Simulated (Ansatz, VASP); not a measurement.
One calculation of V, two programs

```
V
1.0
     2.78354    0.00000    0.00000
    -1.39177    2.41062    0.00000
     0.00000    0.00000    8.31801
V
4
Cartesian
  0.0000 1.6071 3.1695
  1.3918 0.8035 7.3285
  1.3918 0.8035 5.1485
  0.0000 1.6071 0.9895
```

Alike in both runs: functional PBE; k mesh 6 × 6 × 4; occupations gaussian, width 0.1 eV; no spin polarisation.

Ansatz relaxed the structure, and its values are those at the end. VASP's run is a single point on that final structure, the one shown.

|  | VASP | Ansatz |
| --- | --- | --- |
| version | VASP 6.6.1 | Ansatz 0.2.0 |
| potentials or method | VASP PAW PBE potentials, release 64 (V_sv) | scalar-relativistic, plane waves, PAW |
| plane-wave cutoff (eV) | 520 | 420 |
| valence electrons in the cell | 52 | 52 |

|  | VASP | Ansatz | Ansatz less VASP |
| --- | --- | --- | --- |
| gap on the k mesh at the Fermi level (eV) | none | none | - |
| pressure (GPa) | 0.6 | 0.0 | -0.54 |
| rms of the force components (eV/Å) | 0.056 | 0.000 | -0.0561 |

A gap of «none» marks a metal or a gap that the smearing closes. With one functional, cell and mesh, what is left measures potentials, basis and numerics.

Caveats: the k mesh is coarse (spacing up to 0.43 Å⁻¹), so the values aren't converged.
